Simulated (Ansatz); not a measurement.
**Sn (element-swapped structure): how the settings move a single-point run**

Question: which choices in the input matter for Sn (element-swapped structure)?

Computed with Ansatz 0.2.0 (reference: DFT r2SCAN, plane waves, PAW, scalar-relativistic, no spin polarisation, unless a step's input says otherwise).

**1. The structure to begin with**

It takes space group I4/mmm (No. 139, tetragonal). Conventional cell: a = 3.224 Å, b = 3.224 Å, c = 4.946 Å, α = 90.00°, β = 90.00°, γ = 90.00°. Around Sn (site symmetry 4/mmm) lie 12 Sn at 3.22 to 3.36 Å.

Coordinates:

```cif
data_structure
_symmetry_space_group_name_H-M 'I4/mmm'
_symmetry_Int_Tables_number 139
_cell_length_a 3.2242
_cell_length_b 3.2242
_cell_length_c 4.9462
_cell_angle_alpha 90.000
_cell_angle_beta 90.000
_cell_angle_gamma 90.000
_cell_volume 51.42
loop_
_atom_site_label
_atom_site_type_symbol
_atom_site_symmetry_multiplicity
_atom_site_Wyckoff_symbol
_atom_site_fract_x
_atom_site_fract_y
_atom_site_fract_z
_atom_site_occupancy
Sn1 Sn 2 a 0.00000 0.00000 0.00000 1
```

**2. Baseline**

input.yaml reads:

```yaml
crystal:
  lattice:
    - [0.0, 3.224247, 0.0]
    - [3.224247, 0.0, 0.0]
    - [1.612123, 1.612123, -2.473093]
  atoms:
    - { symbol: Sn, position: [0.0, 0.0, 0.0] }
  symmetry: { tolerance: 0.0003 }
kpoints:
  mp_grid: { grid: [7, 7, 7], shift: [0, 0, 0] }
magnetization:
  spin_polarized: false
scf:
  occupations: { method: fermi_dirac, width: 0.0116 }
hamiltonian:
  pseudopotentials: { kind: paw }
  xc: r2scan
basis:
  ecutwfc: 500
output:
  forces: true
  stress: true
  eigenvalues: true
  write_density: true
  write_potential: true
  elf: true
  volumetric_format: npy
```

Launch:

```
$ ansatz run input.yaml --threads 1 --pin off --max-ram 2560MiB --backend cpu --events-out ev --progress --plain --runs-dir out
```

Log:

```text
Warning: RAYON_NUM_THREADS=1 ignored (pool sized by the plan → 1); use --threads N
Engine: ansatz 0.2.0, x86_64-unknown-linux-gnu
Pseudopotentials: kind: paw
Pseudopotential: Sn, paw, valence charge 14, recommended cutoff 500 eV (meta_gga), Sn.paw.azcp
Functional definition: r2SCAN
  parameter k0 = 0.174
  parameter k1 = 0.065
  parameter a1 = 4.9479
  exchange = r2scan_x(k0 = k0, k1 = k1, a1 = a1)
  correlation = r2scan_c
Crystal: 1 atoms, lattice volume = 25.710 Å³
Basis set: ecut = 500 eV, 641 PW (Γ), exchange–correlation on 96×96×100 points (64 copies of the dense FFT grid, shifted against one another)
Bands: 11, of which v1, the nominal top of the filled ones, is band 7 counted from 1 (6 counted from 0)
Symmetry: 16 space group operations
Space group: I4/mmm (ITA 139), of the structure as read, at distance tolerance 8.9e-4 Å
k-points: 40 of 343
Non-local potential: Sn, projectors of the file, l = 0: 2, l = 1: 2, l = 2: 2, l = 3: 2
PAW form: soft (Blöchl's): semilocal exchange-correlation on the pseudo side does not see the compensation charge
PAW frozen core: Sn, regenerated for the run's functional (the file was generated under x = pbe(κ = 0.804, μ = 0.2195149727645171), c = pbe(β = 0.06672455060314922))
PAW one-centre angular grid: Sn, 590 points (default); XC on 249 of its mesh's 2787 points in the sphere
Initial density: superposition of atomic densities (neutral atoms: chi_scale 0, normalization atom), corrected by the library's trained network
Initial wavefunctions: pseudopotential atomic-orbital guess
Functional: x = r2scan, c = r2scan; τ floored in thin density (d = 2e-4 eV/Å³)
SCF iter   1: F=—  HF=-6038.358890 eV  |F-HF|=—  |Δ(HF+E_count)|=         —  Δρ=5.09e-3  dr2=3.27e-3  dr2_τ=3.50e-4  ethr=1.77e-3  ⟨swp⟩=5.8  Hψ=2718  notcnv=0
preconditioner: auto → none  [insulator: Δε(μ)=0.039 eV  Ē_g=24.459 eV  σ=0.012 eV  W_gap=0.67  n_scr=8 (ndim 8)  ℏωp=27.4 eV  f_vac=0.000  D(μ)=2.00/eV (n_scr^D=22)  ε∞_Penn≈2.3]
SCF iter   2: F=—  HF=-6038.367218 eV  |F-HF|=—  |Δ(HF+E_count)|=   8.33e-3  Δρ=1.71e-3  dr2=4.99e-4  dr2_τ=1.71e-5  ethr=2.34e-5  ⟨swp⟩=3.0  Hψ=1324  notcnv=0  defer=12
SCF iter   3: F=—  HF=-6038.367823 eV  |F-HF|=—  |Δ(HF+E_count)|=   6.05e-4  Δρ=6.79e-4  dr2=8.15e-5  dr2_τ=2.56e-6  ethr=3.56e-6  ⟨swp⟩=2.0  Hψ=656  notcnv=0  defer=12
SCF iter   4: F=—  HF=-6038.367915 eV  |F-HF|=—  |Δ(HF+E_count)|=   9.16e-5  Δρ=3.10e-5  dr2=1.02e-7  dr2_τ=3.92e-9  ethr=5.82e-7  ⟨swp⟩=2.0  Hψ=655  notcnv=0  defer=12
iter 5 did not close the SCF: its close was put off for the readings that it lacked (scf_convergence_deferred on its scf_iter line)
SCF iter   5: F=-6038.367915 eV  HF=-6038.367915 eV  |F-HF|=3.53e-8  |Δ(HF+E_count)|=   3.01e-7  Δρ=8.99e-6  dr2=2.51e-8  dr2_τ=2.12e-10  ethr=7.28e-10  ⟨swp⟩=2.0  Hψ=698  notcnv=0  defer=12
SCF iter   6: F=-6038.367915 eV  HF=-6038.367915 eV  |F-HF|=1.50e-10  |Δ(HF+E_count)|=   4.35e-8  Δρ=8.74e-7  dr2=1.23e-10  dr2_τ=1.47e-11  ethr=1.79e-10  ⟨swp⟩=6.5  Hψ=2223  notcnv=0
SCF 1 converged in 6 iterations: F = -6038.367915 eV  dr2 = 1.23e-10
SCF converged after 6 iterations
Free energy (F): -6038.367915 eV
Harris-Foulkes:  -6038.367915 eV  (|F-HF|=1.50e-10)
Internal energy: -6038.367103 eV  (E = F + TS)
E sigma→0 (E₀):  -6038.367509 eV
Entropy (-TS):   -0.000812 eV (-0.812 meV/atom)
Fermi energy:    11.729652 eV
--- Per-component energies (eV) ---
  E_band       = -78.867848
  E_kinetic    = 186.504627
  E_local      = -785.106653  (includes V_loc(G=0)·N_el)
  E_nonlocal   = -33.102188
  E_hartree    = 506.427967
  E_xc         = -375.435745
  E_vxc        = -105.583795  (∫ρ·V_xc dr)
  E_paw        = -4157.634992  (= ΣΔE_a)
  E_vpaw       = -361.226998  (= ΣTr[D̂ρ^β])
  E_aug_tail   = -0.000000  (compensation charges beyond the density's cutoff)
  E_vtau       = 6.791057  (kinetic-family band-sum trace: ∫τ·v_τ [+ j·A + Jᵃ·Aᵃ] dr)
  E_ewald      = -1380.755439
  E_core_change = 0.735320  (= ΣΔE_core)
  E_smearing   = -0.000812  (= −TS)
  E_closure    = 0.000000  (closes the sum)
  Σ components = -6038.367915   (vs F -6038.367915, Δ=0.00e0)
--- Forces (eV/Å), atoms counted from 1 ---
  atom   1  Sn     0.00000000     0.00000000     0.00000000
  max |Σ_I F_I| component: 1.54e-33 eV/Å
--- Stress (GPa, compression-positive) ---
        4.143441      -0.000000      -0.000000
       -0.000000       4.143441      -0.000000
       -0.000000      -0.000000       2.237591
  P = ⅓ Tr σ = 3.5082 GPa (35.082 kbar)
--- Band table (eV; the first three rows and the last of 40) ---
  k-point 0: bands = ["-10.7172", "-10.6411", "-10.6411", "-10.6087", "-10.5327", "-0.4562", "20.3640", "20.3640", "20.4708", "23.0675", "24.1959"]
  k-point 1: bands = ["-10.7344", "-10.6258", "-10.6067", "-10.6067", "-10.5213", "0.1034", "18.1985", "18.4271", "18.4271", "20.9849", "22.2908"]
  k-point 2: bands = ["-10.7728", "-10.6687", "-10.5277", "-10.5277", "-10.4956", "1.7873", "13.3364", "16.1572", "16.1572", "19.3288", "19.8796"]
  k-point 39: bands = ["-10.7645", "-10.7025", "-10.4888", "-10.4813", "-10.4220", "5.4488", "9.8933", "13.4485", "14.1099", "17.6300", "17.6639"]
```

It took 2.6 s on 1 thread of Intel Xeon Platinum 8488C (Sapphire Rapids), shared host; peak memory 0.4 GiB.

**3. Variant: ecutwfc 400 eV**

Changes to input.yaml since step 2:

```diff
@@ -18,3 +18,3 @@
 basis:
-  ecutwfc: 500
+  ecutwfc: "400 eV"
 output:
@@ -23,5 +23 @@
   eigenvalues: true
-  write_density: true
-  write_potential: true
-  elf: true
-  volumetric_format: npy
```

Launch:

```
$ ansatz run input.yaml --threads 1 --pin off --max-ram 2560MiB --backend cpu --events-out ev --progress --plain --runs-dir out
```

Log:

```text
Warning: basis.ecutwfc = 400 eV is below the records' recommended 500 eV, and the density's cutoff is lower with it unless basis.ecutrho_ratio is high enough to keep the records' density cutoff: compare with a run at a higher cutoff
Warning: RAYON_NUM_THREADS=1 ignored (pool sized by the plan → 1); use --threads N
Engine: ansatz 0.2.0, x86_64-unknown-linux-gnu
Pseudopotentials: kind: paw
Pseudopotential: Sn, paw, valence charge 14, recommended cutoff 500 eV (meta_gga), Sn.paw.azcp
Functional definition: r2SCAN
  parameter k0 = 0.174
  parameter k1 = 0.065
  parameter a1 = 4.9479
  exchange = r2scan_x(k0 = k0, k1 = k1, a1 = a1)
  correlation = r2scan_c
Crystal: 1 atoms, lattice volume = 25.710 Å³
Basis set: ecut = 400 eV, 477 PW (Γ), exchange–correlation on 96×96×96 points (64 copies of the dense FFT grid, shifted against one another)
Bands: 11, of which v1, the nominal top of the filled ones, is band 7 counted from 1 (6 counted from 0)
Symmetry: 16 space group operations
Space group: I4/mmm (ITA 139), of the structure as read, at distance tolerance 8.9e-4 Å
k-points: 40 of 343
Non-local potential: Sn, projectors of the file, l = 0: 2, l = 1: 2, l = 2: 2, l = 3: 2
PAW form: soft (Blöchl's): semilocal exchange-correlation on the pseudo side does not see the compensation charge
PAW frozen core: Sn, regenerated for the run's functional (the file was generated under x = pbe(κ = 0.804, μ = 0.2195149727645171), c = pbe(β = 0.06672455060314922))
PAW one-centre angular grid: Sn, 590 points (default); XC on 249 of its mesh's 2787 points in the sphere
Initial density: superposition of atomic densities (neutral atoms: chi_scale 0, normalization atom), corrected by the library's trained network
Initial wavefunctions: pseudopotential atomic-orbital guess
Functional: x = r2scan, c = r2scan; τ floored in thin density (d = 2e-4 eV/Å³)
SCF iter   1: F=—  HF=-6038.357014 eV  |F-HF|=—  |Δ(HF+E_count)|=         —  Δρ=5.15e-3  dr2=3.31e-3  dr2_τ=3.03e-4  ethr=1.77e-3  ⟨swp⟩=6.0  Hψ=2653  notcnv=0
preconditioner: auto → none  [insulator: Δε(μ)=0.039 eV  Ē_g=24.461 eV  σ=0.012 eV  W_gap=0.67  n_scr=8 (ndim 8)  ℏωp=27.4 eV  f_vac=0.000  D(μ)=2.00/eV (n_scr^D=22)  ε∞_Penn≈2.3]
SCF iter   2: F=—  HF=-6038.365328 eV  |F-HF|=—  |Δ(HF+E_count)|=   8.31e-3  Δρ=1.76e-3  dr2=5.12e-4  dr2_τ=1.33e-5  ethr=2.36e-5  ⟨swp⟩=3.0  Hψ=1328  notcnv=0  defer=12
SCF iter   3: F=—  HF=-6038.365921 eV  |F-HF|=—  |Δ(HF+E_count)|=   5.93e-4  Δρ=6.73e-4  dr2=8.00e-5  dr2_τ=2.41e-6  ethr=3.66e-6  ⟨swp⟩=2.0  Hψ=656  notcnv=0  defer=12
SCF iter   4: F=—  HF=-6038.366007 eV  |F-HF|=—  |Δ(HF+E_count)|=   8.63e-5  Δρ=3.61e-5  dr2=1.40e-7  dr2_τ=3.40e-9  ethr=5.72e-7  ⟨swp⟩=2.0  Hψ=652  notcnv=0  defer=12
iter 5 did not close the SCF: its close was put off for the readings that it lacked (scf_convergence_deferred on its scf_iter line)
SCF iter   5: F=-6038.366007 eV  HF=-6038.366007 eV  |F-HF|=3.06e-8  |Δ(HF+E_count)|=   2.54e-7  Δρ=8.66e-6  dr2=2.36e-8  dr2_τ=2.23e-10  ethr=9.97e-10  ⟨swp⟩=2.4  Hψ=677  notcnv=0  defer=12
SCF iter   6: F=-6038.366007 eV  HF=-6038.366007 eV  |F-HF|=1.89e-10  |Δ(HF+E_count)|=   3.69e-8  Δρ=8.16e-7  dr2=1.36e-10  dr2_τ=1.33e-11  ethr=1.69e-10  ⟨swp⟩=3.3  Hψ=1545  notcnv=0
SCF 1 converged in 6 iterations: F = -6038.366007 eV  dr2 = 1.36e-10
SCF converged after 6 iterations
Free energy (F): -6038.366007 eV
Harris-Foulkes:  -6038.366007 eV  (|F-HF|=1.89e-10)
Internal energy: -6038.365197 eV  (E = F + TS)
E sigma→0 (E₀):  -6038.365602 eV
Entropy (-TS):   -0.000810 eV (-0.810 meV/atom)
Fermi energy:    11.730440 eV
--- Per-component energies (eV) ---
  E_band       = -78.844085
  E_kinetic    = 186.425257
  E_local      = -785.084283  (includes V_loc(G=0)·N_el)
  E_nonlocal   = -33.050889
  E_hartree    = 506.419706
  E_xc         = -375.418275
  E_vxc        = -105.561118  (∫ρ·V_xc dr)
  E_paw        = -4157.636594  (= ΣΔE_a)
  E_vpaw       = -361.199175  (= ΣTr[D̂ρ^β])
  E_aug_tail   = -0.000000  (compensation charges beyond the density's cutoff)
  E_vtau       = 6.786582  (kinetic-family band-sum trace: ∫τ·v_τ [+ j·A + Jᵃ·Aᵃ] dr)
  E_ewald      = -1380.755439
  E_core_change = 0.735320  (= ΣΔE_core)
  E_smearing   = -0.000810  (= −TS)
  E_closure    = -0.000000  (closes the sum)
  Σ components = -6038.366007   (vs F -6038.366007, Δ=0.00e0)
--- Forces (eV/Å), atoms counted from 1 ---
  atom   1  Sn     0.00000000     0.00000000     0.00000000
  max |Σ_I F_I| component: 1.54e-33 eV/Å
--- Stress (GPa, compression-positive) ---
        4.157345      -0.000000      -0.000000
       -0.000000       4.157345      -0.000000
       -0.000000      -0.000000       2.248168
  P = ⅓ Tr σ = 3.5210 GPa (35.210 kbar)
--- Band table (eV; the first three rows and the last of 40) ---
  k-point 0: bands = ["-10.7151", "-10.6391", "-10.6391", "-10.6066", "-10.5306", "-0.4555", "20.3661", "20.3661", "20.4720", "23.0807", "24.1961"]
  k-point 1: bands = ["-10.7323", "-10.6238", "-10.6046", "-10.6046", "-10.5192", "0.1041", "18.1990", "18.4287", "18.4287", "20.9913", "22.2973"]
  k-point 2: bands = ["-10.7708", "-10.6667", "-10.5256", "-10.5256", "-10.4935", "1.7880", "13.3371", "16.1589", "16.1589", "19.3309", "19.8818"]
  k-point 39: bands = ["-10.7625", "-10.7005", "-10.4867", "-10.4792", "-10.4199", "5.4495", "9.8940", "13.4496", "14.1120", "17.6309", "17.6644"]
```

It took 2.3 s on 1 thread of Intel Xeon Platinum 8488C (Sapphire Rapids), shared host; peak memory 0.38 GiB.

Changing the cutoff moves the energy by +1.9 meV/atom. The lower cutoff gives the higher energy: the smaller basis describes the state less well. The log warns that the cutoff is under what these potentials recommend, so the shift is basis error.

**4. Variant: ecutwfc 450 eV**

Changes to input.yaml since step 2:

```diff
@@ -18,3 +18,3 @@
 basis:
-  ecutwfc: 500
+  ecutwfc: "450 eV"
 output:
@@ -23,5 +23 @@
   eigenvalues: true
-  write_density: true
-  write_potential: true
-  elf: true
-  volumetric_format: npy
```

Launch:

```
$ ansatz run input.yaml --threads 1 --pin off --max-ram 2560MiB --backend cpu --events-out ev --progress --plain --runs-dir out
```

Log:

```text
Warning: basis.ecutwfc = 450 eV is below the records' recommended 500 eV, and the density's cutoff is lower with it unless basis.ecutrho_ratio is high enough to keep the records' density cutoff: compare with a run at a higher cutoff
Warning: RAYON_NUM_THREADS=1 ignored (pool sized by the plan → 1); use --threads N
Engine: ansatz 0.2.0, x86_64-unknown-linux-gnu
Pseudopotentials: kind: paw
Pseudopotential: Sn, paw, valence charge 14, recommended cutoff 500 eV (meta_gga), Sn.paw.azcp
Functional definition: r2SCAN
  parameter k0 = 0.174
  parameter k1 = 0.065
  parameter a1 = 4.9479
  exchange = r2scan_x(k0 = k0, k1 = k1, a1 = a1)
  correlation = r2scan_c
Crystal: 1 atoms, lattice volume = 25.710 Å³
Basis set: ecut = 450 eV, 549 PW (Γ), exchange–correlation on 96×96×96 points (64 copies of the dense FFT grid, shifted against one another)
Bands: 11, of which v1, the nominal top of the filled ones, is band 7 counted from 1 (6 counted from 0)
Symmetry: 16 space group operations
Space group: I4/mmm (ITA 139), of the structure as read, at distance tolerance 8.9e-4 Å
k-points: 40 of 343
Non-local potential: Sn, projectors of the file, l = 0: 2, l = 1: 2, l = 2: 2, l = 3: 2
PAW form: soft (Blöchl's): semilocal exchange-correlation on the pseudo side does not see the compensation charge
PAW frozen core: Sn, regenerated for the run's functional (the file was generated under x = pbe(κ = 0.804, μ = 0.2195149727645171), c = pbe(β = 0.06672455060314922))
PAW one-centre angular grid: Sn, 590 points (default); XC on 249 of its mesh's 2787 points in the sphere
Initial density: superposition of atomic densities (neutral atoms: chi_scale 0, normalization atom), corrected by the library's trained network
Initial wavefunctions: pseudopotential atomic-orbital guess
Functional: x = r2scan, c = r2scan; τ floored in thin density (d = 2e-4 eV/Å³)
SCF iter   1: F=—  HF=-6038.358452 eV  |F-HF|=—  |Δ(HF+E_count)|=         —  Δρ=5.08e-3  dr2=3.26e-3  dr2_τ=3.35e-4  ethr=1.77e-3  ⟨swp⟩=5.9  Hψ=2686  notcnv=0
preconditioner: auto → none  [insulator: Δε(μ)=0.039 eV  Ē_g=24.459 eV  σ=0.012 eV  W_gap=0.67  n_scr=8 (ndim 8)  ℏωp=27.4 eV  f_vac=0.000  D(μ)=2.00/eV (n_scr^D=22)  ε∞_Penn≈2.3]
SCF iter   2: F=—  HF=-6038.366772 eV  |F-HF|=—  |Δ(HF+E_count)|=   8.32e-3  Δρ=1.73e-3  dr2=5.05e-4  dr2_τ=1.57e-5  ethr=2.33e-5  ⟨swp⟩=3.0  Hψ=1323  notcnv=0  defer=12
SCF iter   3: F=—  HF=-6038.367373 eV  |F-HF|=—  |Δ(HF+E_count)|=   6.01e-4  Δρ=6.71e-4  dr2=7.95e-5  dr2_τ=2.47e-6  ethr=3.61e-6  ⟨swp⟩=2.0  Hψ=656  notcnv=0  defer=12
SCF iter   4: F=—  HF=-6038.367461 eV  |F-HF|=—  |Δ(HF+E_count)|=   8.79e-5  Δρ=3.29e-5  dr2=1.16e-7  dr2_τ=3.79e-9  ethr=5.68e-7  ⟨swp⟩=2.0  Hψ=655  notcnv=0  defer=12
iter 5 did not close the SCF: its close was put off for the readings that it lacked (scf_convergence_deferred on its scf_iter line)
SCF iter   5: F=-6038.367461 eV  HF=-6038.367461 eV  |F-HF|=3.33e-8  |Δ(HF+E_count)|=   2.79e-7  Δρ=8.88e-6  dr2=2.47e-8  dr2_τ=2.20e-10  ethr=8.29e-10  ⟨swp⟩=2.1  Hψ=692  notcnv=0  defer=12
SCF iter   6: F=-6038.367461 eV  HF=-6038.367461 eV  |F-HF|=1.83e-10  |Δ(HF+E_count)|=   4.07e-8  Δρ=8.50e-7  dr2=1.34e-10  dr2_τ=1.38e-11  ethr=1.77e-10  ⟨swp⟩=3.4  Hψ=1547  notcnv=0
SCF 1 converged in 6 iterations: F = -6038.367461 eV  dr2 = 1.34e-10
SCF converged after 6 iterations
Free energy (F): -6038.367461 eV
Harris-Foulkes:  -6038.367461 eV  (|F-HF|=1.83e-10)
Internal energy: -6038.366650 eV  (E = F + TS)
E sigma→0 (E₀):  -6038.367055 eV
Entropy (-TS):   -0.000811 eV (-0.811 meV/atom)
Fermi energy:    11.729867 eV
--- Per-component energies (eV) ---
  E_band       = -78.861950
  E_kinetic    = 186.482429
  E_local      = -785.100071  (includes V_loc(G=0)·N_el)
  E_nonlocal   = -33.087658
  E_hartree    = 506.425234
  E_xc         = -375.430499
  E_vxc        = -105.576851  (∫ρ·V_xc dr)
  E_paw        = -4157.635966  (= ΣΔE_a)
  E_vpaw       = -361.220031  (= ΣTr[D̂ρ^β])
  E_aug_tail   = -0.000000  (compensation charges beyond the density's cutoff)
  E_vtau       = 6.789611  (kinetic-family band-sum trace: ∫τ·v_τ [+ j·A + Jᵃ·Aᵃ] dr)
  E_ewald      = -1380.755439
  E_core_change = 0.735320  (= ΣΔE_core)
  E_smearing   = -0.000811  (= −TS)
  E_closure    = 0.000000  (closes the sum)
  Σ components = -6038.367461   (vs F -6038.367461, Δ=0.00e0)
--- Forces (eV/Å), atoms counted from 1 ---
  atom   1  Sn     0.00000000     0.00000000     0.00000000
  max |Σ_I F_I| component: 1.54e-33 eV/Å
--- Stress (GPa, compression-positive) ---
        4.147141      -0.000000      -0.000000
       -0.000000       4.147141      -0.000000
       -0.000000      -0.000000       2.240764
  P = ⅓ Tr σ = 3.5117 GPa (35.117 kbar)
--- Band table (eV; the first three rows and the last of 40) ---
  k-point 0: bands = ["-10.7167", "-10.6406", "-10.6406", "-10.6082", "-10.5322", "-0.4560", "20.3645", "20.3645", "20.4711", "23.0720", "24.1960"]
  k-point 1: bands = ["-10.7339", "-10.6253", "-10.6061", "-10.6061", "-10.5208", "0.1035", "18.1987", "18.4275", "18.4275", "20.9862", "22.2926"]
  k-point 2: bands = ["-10.7724", "-10.6682", "-10.5272", "-10.5272", "-10.4950", "1.7875", "13.3366", "16.1576", "16.1576", "19.3290", "19.8802"]
  k-point 39: bands = ["-10.7640", "-10.7020", "-10.4883", "-10.4808", "-10.4214", "5.4490", "9.8935", "13.4489", "14.1103", "17.6303", "17.6640"]
```

It took 1.7 s on 1 thread of Intel Xeon Platinum 8488C (Sapphire Rapids), shared host; peak memory 0.39 GiB.

Changing the cutoff leaves the energy as it was (+0.5 meV/atom).

(Part 1 of 2 ends here.)
